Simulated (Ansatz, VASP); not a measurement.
Two plane-wave programs on ZrC

```
CELL_PARAMETERS angstrom
0.00000 2.30634 2.30634
2.30634 0.00000 2.30634
2.30634 2.30634 0.00000
ATOMIC_POSITIONS crystal
Zr 0.50000 0.50000 0.50000
C 0.00000 0.00000 0.00000
```

Alike in both runs: task single point; functional PBE; k mesh 16 × 16 × 16; occupations gaussian, width 0.1 eV; no spin polarisation.

|  | VASP | Ansatz |
| --- | --- | --- |
| version | VASP 6.6.1 | Ansatz 0.2.0 |
| potentials or method | VASP PAW PBE potentials, release 64 (Zr_sv, C) | scalar-relativistic, plane waves, PAW |
| plane-wave cutoff (eV) | 520 | 420 |
| valence electrons in the cell | 16 | 16 |

Ansatz gave:

| Item | Value |
| --- | --- |
| gap on the k mesh at the Fermi level (eV) | none |
| pressure (GPa) | 15.5 |

Question: Estimate VASP's values.

Answer: gap on the k mesh at the Fermi level (eV): none; pressure (GPa): 15.8.

A gap of «none» marks a metal or a gap that the smearing closes.

Caveats: so large a pressure means that the cell lies far from this level's equilibrium, or that cutoff or potentials fall short (VASP).
